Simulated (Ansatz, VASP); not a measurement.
One calculation of EuO, two programs

INCAR

```
PREC = Accurate
ENCUT = 520
EDIFF = 1E-7
ISMEAR = -1
SIGMA = 0.05
LREAL = F
LASPH = T
NELM = 100
ALGO = Normal
ISIF = 2
LWAVE = F
LCHARG = F
ISPIN = 2
MAGMOM = 7 0
LORBIT = 11
LMAXMIX = 6
GGA = PE
NBANDS = 22
```

Contents of KPOINTS:

```
Automatic mesh
0
Gamma
  9 9 9
```

The input POSCAR:

```
EuO
1.0
    0.0000000000      2.5546880705      2.5546880705
    2.5546880705      0.0000000000      2.5546880705
    2.5546880705      2.5546880705      0.0000000000
Eu O
1 1
Direct
    0.0000000000      0.0000000000      0.0000000000
    0.5000000000      0.5000000000      0.5000000000
```

input.yaml

```yaml
crystal:
  lattice:
    - [0.0, 2.5546880705, 2.5546880705]
    - [2.5546880705, 0.0, 2.5546880705]
    - [2.5546880705, 2.5546880705, 0.0]
  atoms:
    - { symbol: Eu, position: [0.0, 0.0, 0.0], spin: 7.0 }
    - { symbol: O, position: [0.5, 0.5, 0.5] }
hamiltonian:
  xc: pbe
  pseudopotentials: { kind: paw }
magnetization:
  spin_polarized: true
kpoints:
  mp_grid: { grid: [9, 9, 9] }
scf:
  occupations: { method: fermi_dirac, width: 0.05 }
output:
  forces: true
  stress: true
  eigenvalues: true
```

Change from the starting cell: volume scaled by 0.98.

Alike in both runs: task single point; functional PBE; k mesh 9 × 9 × 9; occupations fermi-dirac, width 0.05 eV; collinear spin, ferromagnetic start.

```csv
,VASP,Ansatz
version,VASP 6.6.1,Ansatz 0.2.0
potentials or method,"VASP PAW PBE potentials, release 64 (Eu, O)",Ansatz PAW
plane-wave cutoff (eV),520,420
valence electrons in the cell,23,23
```

Ansatz gave:

- gap on the k mesh at the Fermi level (eV): none
- pressure (GPa): -2.5
- net moment per atom (μB): 3.49
- size of the moment on the site where the two differ most (μB): 6.60

**Question.** Estimate VASP's values.

**Answer.** gap on the k mesh at the Fermi level (eV): none; pressure (GPa): -2.8; net moment per atom (μB): 3.48; size of the moment on the site where the two differ most (μB): 6.58.

Site moments also hang on the region over which each program counts them. A gap of «none» marks a metal or a gap that the smearing closes.

Caveats: spin-orbit coupling is left out, which moves the levels of the heavy elements; a cell with one magnetic atom can't hold antiferromagnetic order, which such compounds often take; without U or exact exchange the open f shell lies at the Fermi level, which spoils levels, moments and volumes; the pressure holds a Pulay correction of +0.4 GPa for the finite cutoff (Ansatz). The state reached can hang on the start; a lower one may exist.
